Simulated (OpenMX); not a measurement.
**CaF2 (Fluorite) under changes of volume**

One of the cells (13.579 Å³/atom); the others are scaled copies at fixed shape and fractional positions:

```xyz
3
Lattice="0.0000 2.7310 2.7310 2.7310 0.0000 2.7310 2.7310 2.7310 0.0000" Properties=species:S:1:pos:R:3 pbc="T T T"
Ca    0.0000    0.0000    0.0000
F     4.0965    4.0965    4.0965
F     1.3655    1.3655    1.3655
```

| Property | Result |
| --- | --- |
| Program | OpenMX 3.8.5 |
| Functional | PBE |
| Potentials or basis | OpenMX 2013 PBE set, Ca9.0-s3p2d1, F6.0-s2p2d1, fixed grid of 36 × 36 × 36 points |
| k mesh | 9 × 9 × 9 |
| Occupations | fermi-dirac, width 0.05 eV |
| Spin | no spin polarisation |

| volume (Å³/atom) | energy over the lowest point (meV/atom) | gap on the mesh (eV) |
| --- | --- | --- |
| 12.764 | ? | ? |
| 13.036 | 25.43 | 7.50 |
| 13.308 | 14.19 | 7.37 |
| 13.579 | 6.42 | 7.25 |
| 13.851 | 1.81 | 7.13 |
| 14.122 | 0.00 | 7.01 |
| 14.394 | 0.78 | 6.90 |

Q: What does the run at 12.764 Å³/atom give?

A: Energy over the lowest point 40.65 meV/atom; gap on the mesh 7.64 eV.

Worked out: A Birch-Murnaghan fit of order 3 (a polynomial in V^(-2/3)) to the other rows has its minimum at 14.17 Å³/atom with B0 = V·E''(V) = 78 GPa and B' = 4.2. It gives 40.53 meV/atom at 12.764 Å³/atom, against the run's 40.65. A straight line through the other rows of the gap, of slope -6.06 eV per unit of ln V, extrapolates to 7.63 eV, against the run's 7.64.

Energies are extrapolated to zero smearing.

Caveats: an odd mesh through Γ misses points on the zone boundary, where band edges often lie; the basis of atomic orbitals isn't converged, which shifts pressures, moduli and gaps.
